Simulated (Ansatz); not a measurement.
Level of theory: DFT PBE, scalar-relativistic, plane waves, PAW (Ansatz). Settings: cutoff 420 eV, Γ-centred meshes spaced at most about 0.3 Å⁻¹, and about 0.25 Å⁻¹ or finer for metals (2π included), Gaussian smearing. No spin polarisation.

Temperature and zero-point effects are left out.

Two forms of Be2Se were relaxed alike.

A.

Space group P4/nmm:1 (No. 129). a = 3.226 Å, b = 3.226 Å, c = 8.444 Å, α = 90.00°, β = 90.00°, γ = 90.00°
```
atom  site  symmetry       x       y       z
  Be    2a      -4m2  0.5000  0.5000  0.0000
  Be    2c       4mm  0.5000  0.0000  0.7973
  Se    2c       4mm  0.5000  0.0000  0.2857
```

B.

Space group Pnma (No. 62). a = 7.699 Å, b = 3.758 Å, c = 5.906 Å, α = 90.00°, β = 90.00°, γ = 90.00°
```tsv
atom	site	symmetry	x	y	z
Be	4c	.m.	0.4778	0.2500	0.4183
Be	4c	.m.	0.5214	0.7500	0.2081
Se	4c	.m.	0.8320	0.7500	0.6002
```

**Question.** Which form is favoured at zero pressure, and by what margin per atom?

**Answer.** B is lower, by 281 meV/atom. A has space group P4/nmm (No. 129), 14.6 Å³/atom and no gap on its mesh; B has space group Pnma (No. 62), 14.2 Å³/atom and no gap. Counting Se atoms around Be (those within 1.25 times the shortest such distance or 1.15 times the sum of covalent radii, 1.27 where that leaves under three; the shortest distance is added where it exceeds 1.18 times the sum of covalent radii; a slash parts the counts of unlike sites), A has Be 4/4 from 2.9 Å and B has Be 2/3. Both come from invented guesses. The lowest form computed isn't among them: it has space group P-4m2 (No. 115), 15.1 Å³/atom and lies 39 meV/atom below the best shown.

No dispersion correction is applied, so the spacing and binding between layers, chains or molecules are poorly described (P4/nmm), and this can change margins and order among such cells. Cells relaxed within their symmetry can be saddle points. Some structure types and database cells were kept out of the candidates from the start, so a known form may be missing.
